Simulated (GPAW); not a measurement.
A run of GPAW 26.7.0 is set up as follows.

run.py

```python
import numpy as np
from ase.dft.bandgap import bandgap
from ase.io import read, write
from ase.units import GPa
from gpaw import GPAW, PW
from gpaw.spinorbit import soc_eigenstates

atoms = read('GaP.xyz')

calc = GPAW(mode=PW(600),
            xc='PBE',
            kpts={'size': (6, 6, 6), 'gamma': True},
            occupations={'name': 'fermi-dirac', 'width': 0.05},
            nbands=11,
            convergence={'density': 1e-05, 'energy': 1e-05},
            maxiter=150,
            txt='gpaw.txt')
atoms.calc = calc
energy = atoms.get_potential_energy()
forces = atoms.get_forces()
stress = atoms.get_stress()
calc.write('gs.gpw')
write('result.traj', atoms)
print(f'Energy: {energy:.6f} eV')
print('Forces (eV/A):')
print(forces.round(4))
print('Stress (GPa):', (stress / GPa).round(3))
print('Fermi level:', round(calc.get_fermi_level(), 4), 'eV')
print(f'Gap: {bandgap(calc)[0]:.4f} eV, direct: {bandgap(calc, direct=True)[0]:.4f} eV')

path = atoms.cell.bandpath('GXWKGLUWLK,UX', npoints=60, eps=1e-4)
bs_calc = calc.fixed_density(kpts=path, symmetry='off', nbands=21,
                             convergence={'bands': 'CBM+6.0', 'eigenstates': 1e-6}, txt='bands.txt')
bs = bs_calc.band_structure()
bs.write('bs.json')
print(f'Gap on the path: {bandgap(bs_calc)[0]:.4f} eV')

soc = soc_eigenstates(bs_calc, theta=90, phi=0)
np.savetxt('soc_bands.dat', soc.eigenvalues(), fmt='%.4f')
mesh = soc_eigenstates('gs.gpw', theta=90, phi=0)
np.savetxt('soc_mesh.dat', mesh.eigenvalues(), fmt='%.4f')
print('Fermi level with spin-orbit coupling:', round(mesh.fermi_level, 4), 'eV')
```

GaP.xyz

```xyz
2
Lattice="0.0000000000 2.7252500000 2.7252500000 2.7252500000 0.0000000000 2.7252500000 2.7252500000 2.7252500000 0.0000000000" Properties=species:S:1:pos:R:3 pbc="T T T"
Ga     0.0000000000      0.0000000000      0.0000000000
P      4.0878750000      4.0878750000      4.0878750000
```

Potentials or basis: GPAW PAW data sets (gpaw-data 1.2.1), pw.

Command:

```sh
$ OMP_NUM_THREADS=1 python run.py
```

Task: Predict the pressure.

Result: 4.6 GPa.

Task: Predict the band gap on the k mesh.

Result: 1.63 eV, indirect (least direct gap 1.86 eV).

Task: What does it give for the band gap along the path?

Result: 1.58 eV, indirect (least direct gap 1.86 eV).

Levels at the corners of the path, in eV from the valence-band top:
| point | band 4 | band 5 | band 6 | band 7 | band 8 | band 9 | band 10 | band 11 | band 12 | band 13 |
| --- | --- | --- | --- | --- | --- | --- | --- | --- | --- | --- |
| Γ | -0.09 | 0.00 | 0.00 | 0.00 | 0.00 | 1.86 | 1.86 | 3.78 | 3.78 | 3.95 |
| X | -6.75 | -2.71 | -2.71 | -2.68 | -2.68 | 1.63 | 1.63 | 1.82 | 1.82 | 10.55 |
| W | -6.52 | -3.63 | -3.61 | -3.45 | -3.40 | 4.70 | 4.70 | 4.87 | 4.90 | 6.05 |
| K | -6.53 | -3.97 | -3.95 | -2.27 | -2.27 | 2.18 | 2.19 | 4.81 | 4.81 | 8.23 |
| Γ | -0.09 | 0.00 | 0.00 | 0.00 | 0.00 | 1.86 | 1.86 | 3.78 | 3.78 | 3.95 |
| L | -6.63 | -1.18 | -1.18 | -1.10 | -1.10 | 1.69 | 1.69 | 4.69 | 4.69 | 4.75 |
| U | -6.53 | -3.97 | -3.95 | -2.27 | -2.27 | 2.18 | 2.19 | 4.81 | 4.81 | 8.23 |
| W | -6.52 | -3.63 | -3.61 | -3.45 | -3.40 | 4.70 | 4.70 | 4.87 | 4.90 | 6.05 |
| L | -6.63 | -1.18 | -1.18 | -1.10 | -1.10 | 1.69 | 1.69 | 4.69 | 4.69 | 4.75 |
| K | -6.53 | -3.97 | -3.95 | -2.27 | -2.27 | 2.18 | 2.19 | 4.81 | 4.81 | 8.23 |
| U | -6.53 | -3.97 | -3.95 | -2.27 | -2.27 | 2.18 | 2.19 | 4.81 | 4.81 | 8.23 |
| X | -6.75 | -2.71 | -2.71 | -2.68 | -2.68 | 1.63 | 1.63 | 1.82 | 1.82 | 10.55 |

Caveat: spin-orbit coupling was added after a scalar SCF, so levels and gaps hold it while energy, forces, pressure and moments don't; this program's spin-orbit splittings come out too wide for heavy elements.

**Experimental background.**

From “Stacking defects in GaP nanowires: Electronic structure and optical properties”, 2018, arxiv:1810.01194, for a bulk crystal of GaP at 10 K: band gap 2.34 eV (indirect).

Against the measured gap of GaP, 2.34 eV (indirect; 10 K; quoted in “Stacking defects in GaP nanowires: Electronic structure and optical properties”, 2018, arxiv:1810.01194), the calculated 1.58 eV is off by -0.76 eV. The value is that of PBE, without temperature or zero-point motion. Semilocal functionals fall short of measured gaps as a rule.
